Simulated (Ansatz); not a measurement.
CuCl, DFT, PBE, all-electron PAW with datasets made for the crystal, scalar-relativistic (Ansatz 0.2.0), run on 1 thread of Arm Neoverse V2 on a shared host.

The cell is COD entry 9013925, as deposited and not checked against the literature; nothing was relaxed. The listed cell was then made from it by scaling, straining or moving an atom.

Command: `ansatz run input.yaml --threads 1 --pin off --max-ram 3072MiB --backend cpu --events-out ev --progress --plain --runs-dir out`

```yaml
crystal:
  lattice:
    - [0.0, 2.6734725371, 2.6734725371]
    - [2.6734725371, 0.0, 2.6734725371]
    - [2.6734725371, 2.6734725371, 0.0]
  atoms:
    - { symbol: Cu, position: [0.0, 0.0, 0.0] }
    - { symbol: Cl, position: [0.75, 0.75, 0.75] }
kpoints:
  mp_grid: { grid: [11, 11, 11] }
scf:
  occupations: { method: fermi_dirac, width: 0.03 }
hamiltonian:
  xc: pbe
  pseudopotentials: { kind: all_electron, datasets: crystal }
output:
  forces: true
  stress: true
  eigenvalues: true
  efg: { contact_densities: true }
```

**Question.** How large is the problem that the program sets up?

**Answer.** 56 irreducible k-points, 459 plane waves at Γ, 13 bands.

**Question.** About how long does it take, and how much memory does it use?

**Answer.** 10 s of wall time for 8 SCF iterations, with a peak of 0.54 GiB. Times on shared machines scatter by tens of per cent.

**Question.** And the same cell and mesh by PAW (frozen-core files), asked for forces, stress, eigenvalues, efg, write_density, write_potential, elf, on the same hardware?

**Answer.** 5.8 s, peak memory 0.36 GiB.
